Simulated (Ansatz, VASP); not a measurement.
**FeCo3: VASP beside Ansatz**

```
Fe Co
1.0
     3.53570    0.00000    0.00000
     0.00000    3.53570    0.00000
     0.00000    0.00000    3.53570
Fe Co
1 3
Direct
  0.00000 0.00000 0.00000
  0.50000 0.50000 0.00000
  0.50000 0.00000 0.50000
  0.00000 0.50000 0.50000
```

Alike in both runs: task relaxation of cell and atoms; functional PBEsol; k mesh 1 × 1 × 1; occupations gaussian, width 0.1 eV; collinear spin.

|  | VASP | Ansatz |
| --- | --- | --- |
| version | VASP 6.6.1 | Ansatz 0.2.0 |
| potentials or method | VASP PAW PBE potentials, release 64 (Fe, Co) | scalar-relativistic, plane waves, PAW |
| plane-wave cutoff (eV) | 600 | 420 |
| valence electrons in the cell | 35 | 67 |

```csv
,VASP,Ansatz,Ansatz less VASP
net moment per atom (μB),2.75,2.75,0.000
size of the moment on the site where the two differ most (μB),3.37,3.28,-0.093
relaxed volume (Å³/atom),11.95,11.99,+0.040
relaxed cell length with the largest relative difference (Å),3.629,3.633,+0.0040
energy change over the relaxation (meV/atom),-42,-47,-4.7
```

Site moments also hang on the region over which each program counts them. The two sets of potentials don't hold the same shells in valence.

Caveats: the k mesh is coarse (spacing up to 1.78 Å⁻¹), so the values aren't converged; the PAW data sets were made with another functional, which shifts forces and pressure a little (VASP).
